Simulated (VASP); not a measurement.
# TiO2: work function with PBEsol

The system is TiO2, a slab with vacuum.

```xyz
24
Lattice="6.4944 0.0000 0.0000 0.0000 2.9574 0.0000 0.0000 0.0000 22.2748" Properties=species:S:1:pos:R:3 pbc="T T T"
O     0.0000    0.0000    5.0000
O     3.2472    0.0000    8.2472
O     4.5138    1.4787    6.2667
O     0.0000    0.0000    7.5333
O     1.9805    1.4787    6.2667
O     0.0000    0.0000   11.4944
O     1.2667    1.4787    9.5138
O     3.2472    0.0000   10.7805
O     5.2277    1.4787    9.5138
O     3.2472    0.0000   14.7415
O     4.5138    1.4787   12.7610
O     0.0000    0.0000   14.0277
O     1.9805    1.4787   12.7610
O     1.2667    1.4787   16.0082
O     3.2472    0.0000   17.2748
O     5.2277    1.4787   16.0082
Ti    3.2472    0.0000    6.2667
Ti    6.4944    1.4787    6.2667
Ti    0.0000    0.0000    9.5138
Ti    3.2472    1.4787    9.5138
Ti    3.2472    0.0000   12.7610
Ti    0.0000    1.4787   12.7610
Ti    0.0000    0.0000   16.0082
Ti    3.2472    1.4787   16.0082
```

```yaml
Program: VASP 6.6.1
Task: work function
Functional: PBEsol
Potentials_or_basis: VASP PAW PBE potentials, release 64 (O, Ti_sv)
Cutoff: 520 eV
k_mesh: 4 × 8 × 1
Occupations: gaussian, width 0.05 eV
Spin: no spin polarisation
Vacuum_Å: 10
Dipole_correction: yes
Further_INCAR_settings: ALGO = Normal; EDIFF = 1e-06
```

```json
{
 "Largest force": "3.535 eV/Å",
 "Band gap on the k mesh": "1.34 eV, indirect (least direct gap 1.36 eV)",
 "Ionisation potential of the upper face": "7.16 eV"
}
```

Forces in eV/Å, atoms in the order of the input:
```
O    0.000  0.000  2.069
O    0.000  0.000 -1.537
O   -1.717  0.000 -0.771
O    0.000  0.000  1.810
O    1.717  0.000 -0.771
O    0.000  0.000  0.533
O    0.347  0.000  0.072
O    0.000  0.000 -0.533
O   -0.347  0.000  0.072
O    0.000  0.000 -1.810
O    0.347  0.000 -0.072
O    0.000  0.000  1.537
O   -0.347  0.000 -0.072
O   -1.717  0.000  0.771
O    0.000  0.000 -2.069
O    1.717  0.000  0.771
Ti   0.000  0.000  2.938
Ti   0.000  0.000 -3.535
Ti   0.000  0.000 -1.029
Ti   0.000  0.000  0.745
Ti   0.000  0.000  1.029
Ti   0.000  0.000 -0.745
Ti   0.000  0.000 -2.938
Ti   0.000  0.000  3.535
```

Levels at points of the mesh, in eV from the valence-band top:
```
           k point  band 94  band 95  band 96  band 97  band 98  band 99
(0.00, 0.00, 0.00)    -0.09    -0.02     0.00     1.36     1.36     1.69
(0.50, 0.00, 0.00)    -0.19    -0.16    -0.16     1.56     1.56     1.79
(0.00, 0.50, 0.00)    -0.48    -0.06    -0.04     1.39     1.53     2.27
(0.50, 0.50, 0.00)    -0.45    -0.25    -0.25     1.35     1.35     1.73
```

It took 4 min on 8 MPI ranks on Intel(R) Xeon(R) Platinum 8559C (Emerald Rapids) (shared host), peak memory 0.75 GiB a rank.

Caveat: the PAW data sets were made with another functional, which shifts forces and pressure a little. As with any semilocal functional, this PBEsol gap is likely too small.
